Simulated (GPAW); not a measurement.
# Al (Fm-3m) in GPAW: a series of runs

One crystal, Al, is run at these levels: BP86; tasks: band structure, equation of state.

All numbers are computed with GPAW 26.7.0; they aren't measurements. Logs are shortened: lines on timing, memory, paths and dates and some standing lists are left out, and cuts for length are marked. The log counts tension as positive stress, the text compression.

**What was measured.**

From “The interpretation of polycrystalline coherent inelastic neutron scattering from aluminium”, 2013, pmc:3831299, for a bulk crystal of Al: bulk modulus 76.9 GPa.

The runs below are set against these values where they give the same quantity.

## (1) The crystal as given

The structure is cubic, space group Fm-3m (No. 225). The conventional cell has a = 4.050 Å, b = 4.050 Å, c = 4.050 Å, α = 90.00°, β = 90.00°, γ = 90.00°. Al (site symmetry m-3m) has 12 Al at 2.86 Å as nearest neighbours.

## (2) Band structure, BP86

File run.py:

```python
from ase.dft.bandgap import bandgap
from ase.io import read, write
from ase.units import GPa
from gpaw import GPAW, PW, setup_paths

setup_paths.insert(0, '.')

atoms = read('POSCAR')

calc = GPAW(mode=PW(600),
            xc='GGA_X_B88+GGA_C_P86',
            kpts={'size': (11, 11, 11), 'gamma': True},
            occupations={'name': 'fermi-dirac', 'width': 0.05},
            nbands=7,
            convergence={'density': 1e-05, 'energy': 1e-05},
            maxiter=150,
            txt='gpaw.txt')
atoms.calc = calc
energy = atoms.get_potential_energy()
forces = atoms.get_forces()
stress = atoms.get_stress()
calc.write('gs.gpw')
write('result.traj', atoms)
print(f'Energy: {energy:.6f} eV')
print('Forces (eV/A):')
print(forces.round(4))
print('Stress (GPa):', (stress / GPa).round(3))
print('Fermi level:', round(calc.get_fermi_level(), 4), 'eV')
print(f'Gap: {bandgap(calc)[0]:.4f} eV, direct: {bandgap(calc, direct=True)[0]:.4f} eV')

path = atoms.cell.bandpath('GXWKGLUWLK,UX', npoints=60, eps=1e-4)
bs_calc = calc.fixed_density(kpts=path, symmetry='off', nbands=13,
                             convergence={'bands': 'CBM+6.0', 'eigenstates': 1e-6}, txt='bands.txt')
bs = bs_calc.band_structure()
bs.write('bs.json')
print(f'Gap on the path: {bandgap(bs_calc)[0]:.4f} eV')
```

File POSCAR:

```
Al
1.0
    0.0000000000      2.0248050000      2.0248050000
    2.0248050000      0.0000000000      2.0248050000
    2.0248050000      2.0248050000      0.0000000000
Al
1
Direct
    0.0000000000      0.0000000000      0.0000000000
```

Potentials or basis: PAW data sets generated in the run's folder for this functional, pw.

Run with:

```
gpaw-setup -f GGA_X_B88+GGA_C_P86 Al
OMP_NUM_THREADS=1 python run.py
```

gpaw.txt:

```text
__  _  _
 | _ |_)|_||  |
 |__||  | ||/\| - 26.7.0

Input parameters:
  mode=PW(ecut=600.0),
  convergence={'density': 1e-05, 'energy': 1e-05},
  kpts=MonkhorstPack(size=(11, 11, 11), gamma=True),
  maxiter=150,
  nbands=7,
  occupations=Occupations(name='fermi-dirac', width=0.05),
  xc=XC(name='GGA_X_B88+GGA_C_P86')

Diagonalizing LCAO Hamiltonian
Converting LCAO to pw mode

       Al

Atoms  # Å, Bohr magnetons
|   | symbol |        x |        y |        z |    initial magnetic moments |
|---|--------|----------|----------|----------|-----------------------------|
| 0 |     Al | 0.000000 | 0.000000 | 0.000000 | ( 0.0000,  0.0000,  0.0000) |

Unit cell  # Å
| periodic |        x |        y |        z |  lengths |    angles |
|----------|----------|----------|----------|----------|-----------|
|      yes | 0.000000 | 2.024805 | 2.024805 | 2.863507 | 60.000000 |
|      yes | 2.024805 | 0.000000 | 2.024805 | 2.863507 | 60.000000 |
|      yes | 2.024805 | 2.024805 | 0.000000 | 2.863507 | 60.000000 |

Number of symmetries: 48
Symmetry operations  # r_c * U_cc + t_c -> r_c
|    | kind |            matrix            |
|----|------|------------------------------|
|  0 |  σ   |  1, 0, 0,  1, 0,-1,  1,-1, 0 |
|  1 |  C2  |  1, 0, 0,  1,-1, 0,  1, 0,-1 |
|  2 |  E   |  1, 0, 0,  0, 1, 0,  0, 0, 1 |
|  3 |  σ   |  1, 0, 0,  0, 0, 1,  0, 1, 0 |
|  4 |  C4  |  1, 0,-1,  1, 0, 0,  1,-1, 0 |
|  5 |  S6  |  1, 0,-1,  1,-1, 0,  1, 0, 0 |
|  6 |  σ   |  1, 0,-1,  0, 1,-1,  0, 0,-1 |
|  7 |  C3  |  1, 0,-1,  0, 0,-1,  0, 1,-1 |
|  8 |  S6  |  1,-1, 0,  1, 0, 0,  1, 0,-1 |
|  9 |  C4  |  1,-1, 0,  1, 0,-1,  1, 0, 0 |
| 10 |  C3  |  1,-1, 0,  0,-1, 1,  0,-1, 0 |
| 11 |  σ   |  1,-1, 0,  0,-1, 0,  0,-1, 1 |
| 12 |  σ   |  0, 1, 0,  1, 0, 0,  0, 0, 1 |
| 13 |  C4  |  0, 1, 0,  0, 1,-1, -1, 1, 0 |
| 14 |  C3  |  0, 1, 0,  0, 0, 1,  1, 0, 0 |
| 15 |  S6  |  0, 1, 0, -1, 1, 0,  0, 1,-1 |
| 16 |  C2  |  0, 1,-1,  1, 0,-1,  0, 0,-1 |
| 17 |  σ   |  0, 1,-1,  0, 1, 0, -1, 1, 0 |
| 18 |  S4  |  0, 1,-1,  0, 0,-1,  1, 0,-1 |
| 19 |  C4  |  0, 1,-1, -1, 1, 0,  0, 1, 0 |
| 20 |  C3  |  0, 0, 1,  1, 0, 0,  0, 1, 0 |
| 21 |  σ   |  0, 0, 1,  0, 1, 0,  1, 0, 0 |
| 22 |  S6  |  0, 0, 1,  0,-1, 1, -1, 0, 1 |
| 23 |  C4  |  0, 0, 1, -1, 0, 1,  0,-1, 1 |
| 24 |  S4  |  0, 0,-1,  1, 0,-1,  0, 1,-1 |
| 25 |  C3  |  0, 0,-1,  0, 1,-1,  1, 0,-1 |
| 26 |  C2  |  0, 0,-1,  0,-1, 0, -1, 0, 0 |
| 27 |  S6  |  0, 0,-1, -1, 0, 0,  0,-1, 0 |
| 28 |  S4  |  0,-1, 1,  1,-1, 0,  0,-1, 0 |
| 29 |  C4  |  0,-1, 1,  0, 0, 1, -1, 0, 1 |
| 30 |  C2  |  0,-1, 1,  0,-1, 0,  1,-1, 0 |
| 31 |  σ   |  0,-1, 1, -1, 0, 1,  0, 0, 1 |
| 32 |  C3  |  0,-1, 0,  1,-1, 0,  0,-1, 1 |
| 33 |  S6  |  0,-1, 0,  0, 0,-1, -1, 0, 0 |
| 34 |  S4  |  0,-1, 0,  0,-1, 1,  1,-1, 0 |
| 35 |  C2  |  0,-1, 0, -1, 0, 0,  0, 0,-1 |
| 36 |  C2  | -1, 1, 0,  0, 1, 0,  0, 1,-1 |
| 37 |  S6  | -1, 1, 0,  0, 1,-1,  0, 1, 0 |
| 38 |  S4  | -1, 1, 0, -1, 0, 1, -1, 0, 0 |
| 39 |  C3  | -1, 1, 0, -1, 0, 0, -1, 0, 1 |
| 40 |  S6  | -1, 0, 1,  0, 0, 1,  0,-1, 1 |
| 41 |  C2  | -1, 0, 1,  0,-1, 1,  0, 0, 1 |
| 42 |  C3  | -1, 0, 1, -1, 1, 0, -1, 0, 0 |
| 43 |  S4  | -1, 0, 1, -1, 0, 0, -1, 1, 0 |
| 44 |  C2  | -1, 0, 0,  0, 0,-1,  0,-1, 0 |
| 45 |  i   | -1, 0, 0,  0,-1, 0,  0, 0,-1 |
| 46 |  σ   | -1, 0, 0, -1, 1, 0, -1, 0, 1 |
| 47 |  C2  | -1, 0, 0, -1, 0, 1, -1, 1, 0 |

BZ-sampling:
  Number of BZ points: 1331
  Number of IBZ points: 56

  Monkhorst-Pack size: [11, 11, 11]
  Monkhorst-Pack shift: [0, 0, 0]

K-points  # in reciprocal-cell coordinates
|     |                                coordinates |     weight |
|-----|--------------------------------------------|------------|
|   0 | (  0.00000000,   0.00000000,   0.00000000) | 0.00075131 |
|   1 | (  0.09090909,   0.09090909,   0.00000000) | 0.00450789 |
|   2 | (  0.09090909,   0.09090909,   0.09090909) | 0.00601052 |
|   3 | (  0.18181818,   0.09090909,   0.09090909) | 0.00901578 |
|   4 | (  0.18181818,   0.18181818,   0.00000000) | 0.00450789 |
|   5 | (  0.18181818,   0.18181818,   0.09090909) | 0.01803156 |
|   6 | (  0.18181818,   0.18181818,   0.18181818) | 0.00601052 |
|   7 | (  0.27272727,   0.18181818,   0.09090909) | 0.01803156 |
|   8 | (  0.27272727,   0.18181818,   0.18181818) | 0.01803156 |
|   9 | (  0.27272727,   0.27272727,   0.00000000) | 0.00450789 |
| ... |                                            |            |
|  55 | (  0.45454545,   0.45454545,   0.45454545) | 0.00601052 |

Plane wave coefficients: 564
Cutoff: 600.0 eV

Spin-components: 1 (collinear spins)
Bands:           7
Projectors:      5
Spin-degeneracy: 2
Datatype:        complex128

Parallelization:
  kpt:    1
  domain: 1
  band:   1

Density:
  Valence electrons: 3.0
  Components: 1
  Grid points: [18 18 18]
  Charge: 0.0  # |e|

Potential:
  Grid points: [18 18 18]

species:
  Al:
    name:    Aluminium
    Z:       13.0
    valence: 3
    core:    10
    charge:  0.0  # [|e|]
    compensation charges:
      type: gauss
      rc: 0.34  # [Å]
      lmax: 2
    cutoffs:
      filter: 1.91  # [Å]
      core: 2.36  # [Å]
    projectors
    | kind |    occ | energy [eV] | rcut [Å] |
    |------|--------|-------------|----------|
    |   3s |  2.000 |      -7.859 |    1.085 |
    |   3p |  1.000 |      -2.811 |    1.085 |
    |    s |        |      19.353 |    1.085 |
    |    p |        |      24.401 |    1.085 |
    |    d |        |       0.000 |    1.085 |

    Using partial waves for Al as LCAO basis

Reference energy: -6607.725477  # eV

eigensolver:
  PPCG
  Converge bands: occupied
  niter=2

density mixing:
  MSR1-Mixer
  Pratt-step length: 0.05
  Maximum mixing coefficient: 0.75
  Old densities: 10
  SVD Regularization: 0.005
  Good broyden scale: 1.0
  Trust region scale: 1.0
  Backstep threshold: 4.0
  History deletion threshold: 6.0
  Fourier metric: weight=20.0, sigma=0.015

occupation numbers:
  Fermi-Dirac:
    width: 0.0500  # eV

poisson solver:
  ecut: 4800.0  # eV

xc functional:
  name: GGA_X_B88+GGA_C_P86 with 2 nearest neighbor stencil

convergence criteria:
- Maximum integral of absolute [dens]ity change: 1e-05 electrons / valence electron
- Maximum [total energy] change in last 3 cyles: 1e-05 eV / valence electron
- Maximum integral of absolute [eigenst]ate change: 4e-08 eV^2 / valence electron
maximum number of iterations: 150

SCF iterations
|iter     | |      energy | eigst |  dens |
|---------|-|-------------|-------|-------|
|iter:   1| |   -3.405947 | -0.24 |       |
|iter:   2| |   -3.406725 | -3.47 | -1.00 |
|iter:   3| |   -3.411230 | -3.86 | -1.02 |
|iter:   4| |   -3.411862 | -4.47 | -1.56 |
|iter:   5| |   -3.411864 | -6.91 | -2.97 |
|iter:   6| |   -3.411865c| -7.62c| -3.41 |
|iter:   7| |   -3.411865c| -8.60c| -4.88 |
|iter:   8| |   -3.411865c| -9.18c| -5.33c|

Converged in 8 steps
Energy contributions relative to reference atoms: (reference = -6607.725477)

Energy contributions:
  Kinetic:           3.986011
  Coulomb:          -2.117957
  Zero:             -0.003465
  External:          0.000000
  Xc:               -5.274439
  Entropy:          -0.004028
  Spinorbit:         0.000000
  ----------------------------
  Free energy:      -3.413879
  Extrapolated:     -3.411865

dipole moment: (-6.963003, -6.963003, -6.963003)  # |e|*Ang

Fermi level: 7.094
Eigenvalues  # (at kpt = [0.000, 0.000, 0.000])
| band index |      eig [eV] | occ [0-2] |
|------------|---------------|-----------|
|          0 |        -4.013 |     2.000 |
|          1 |        19.650 |     0.000 |
|          2 |        19.650 |     0.000 |
|          3 |        19.650 |     0.000 |
|          4 |        21.060 |     0.000 |
|          5 |        21.060 |     0.000 |
|          6 |        21.060 |     0.000 |

No gap
No difference between direct/indirect transitions

Forces  # eV/Ang
|       x |        y |        z |
|---------|----------|----------|
| 0.00000 | -0.00000 | -0.00000 |  # Al   0

Stress tensor  # eV/Ang^3
|         x |         y |         z |
|-----------|-----------|-----------|
| -0.002942 | -0.000000 | -0.000000 |
| -0.000000 | -0.002942 |  0.000000 |
| -0.000000 |  0.000000 | -0.002942 |

# Writing to gs.gpw (mode='')
```

It took 9.3 s on 1 thread of Intel Xeon Platinum 8488C (Sapphire Rapids), shared host; peak memory 0.15 GiB.

What came out:

- Free energy: -3.4139 eV
- Pressure: 0.5 GPa
- Band gap along the path: none (metal or under the smearing width)

Levels at the corners of the path, in eV from the Fermi level:
| point | band 1 | band 2 | band 3 | band 4 | band 5 |
| --- | --- | --- | --- | --- | --- |
| Γ | -11.11 | 12.56 | 12.56 | 12.56 | 13.97 |
| X | -2.93 | -1.61 | 5.24 | 5.54 | 5.54 |
| W | -0.86 | -0.86 | 0.22 | 1.00 | 15.78 |
| K | -1.89 | -1.35 | -0.44 | 6.50 | 8.16 |
| Γ | -11.11 | 12.56 | 12.56 | 12.56 | 13.97 |
| L | -4.56 | -4.41 | 11.28 | 11.28 | 11.43 |
| U | -1.89 | -1.35 | -0.44 | 6.50 | 8.16 |
| W | -0.86 | -0.86 | 0.22 | 1.00 | 15.78 |
| L | -4.56 | -4.41 | 11.28 | 11.28 | 11.43 |
| K | -1.89 | -1.35 | -0.44 | 6.50 | 8.16 |
| U | -1.89 | -1.35 | -0.44 | 6.50 | 8.16 |
| X | -2.93 | -1.61 | 5.24 | 5.54 | 5.54 |

## (3) Equation of state, BP86

File run.py:

```python
from ase import Atoms
from ase.eos import EquationOfState
from ase.io import Trajectory
from ase.units import GPa
from gpaw import GPAW, PW, setup_paths

setup_paths.insert(0, '.')

atoms = Atoms(['Al'],
              cell=[[0.0, 2.024805, 2.024805],
                    [2.024805, 0.0, 2.024805],
                    [2.024805, 2.024805, 0.0]],
              scaled_positions=[[0.0, 0.0, 0.0]],
              pbc=True)

traj = Trajectory('eos.traj', 'w')
volumes, energies = [], []
for x in [0.94, 0.96, 0.98, 1.0, 1.02, 1.04, 1.06]:
    a = atoms.copy()
    a.set_cell(atoms.cell * x**(1 / 3), scale_atoms=True)
    calc = GPAW(mode=PW(600),
                xc='GGA_X_B88+GGA_C_P86',
                kpts={'size': (11, 11, 11), 'gamma': True},
                occupations={'name': 'fermi-dirac', 'width': 0.05},
                nbands=7,
                convergence={'density': 1e-05, 'energy': 1e-05},
                maxiter=150,
                txt=f'eos-{x:.2f}.txt')
    a.calc = calc
    energies.append(a.get_potential_energy(force_consistent=True))
    volumes.append(a.get_volume())
    p = -a.get_stress()[:3].mean() / GPa
    calc.write(f'eos-{x:.2f}.gpw')
    traj.write(a)
    print(f'{x:.2f} {volumes[-1]:10.4f} A^3 {energies[-1]:14.6f} eV {p:9.3f} GPa', flush=True)

v0, e0, B = EquationOfState(volumes, energies, eos='birchmurnaghan').fit()
print(f'V0 = {v0:.4f} A^3, E0 = {e0:.6f} eV, B0 = {B / GPa:.2f} GPa')
```

Potentials or basis: PAW data sets generated in the run's folder for this functional, pw.

Run with:

```
gpaw-setup -f GGA_X_B88+GGA_C_P86 Al
OMP_NUM_THREADS=1 python run.py
```

It took 35 s on 1 thread of Intel Xeon Platinum 8488C (Sapphire Rapids), shared host; peak memory 0.17 GiB.

The run converged. Its results:

```
Equilibrium volume                      : 16.71 Å³/atom
Bulk modulus                            : 74 GPa
Pressure derivative of the bulk modulus : 4.7
```

Energy against volume, from the lowest point:
```tsv
volume (Å³/atom)	energy (meV/atom)
15.607	18.89
15.939	8.79
16.271	2.63
16.603	0.00
16.935	0.53
17.267	3.88
17.599	9.73
```

## (4) How close it comes

Step 3. A measured bulk modulus of Al is 76.9 GPa (quoted in “The interpretation of polycrystalline coherent inelastic neutron scattering from aluminium”, 2013, pmc:3831299); the calculated 74 GPa misses it by -4.1 %. The fit is for a static lattice scaled at fixed shape and fixed fractional positions. The cell as given is a measured one (16.60 Å³/atom); BP86 puts the equilibrium volume +0.6 % from it, thermal expansion not counted.
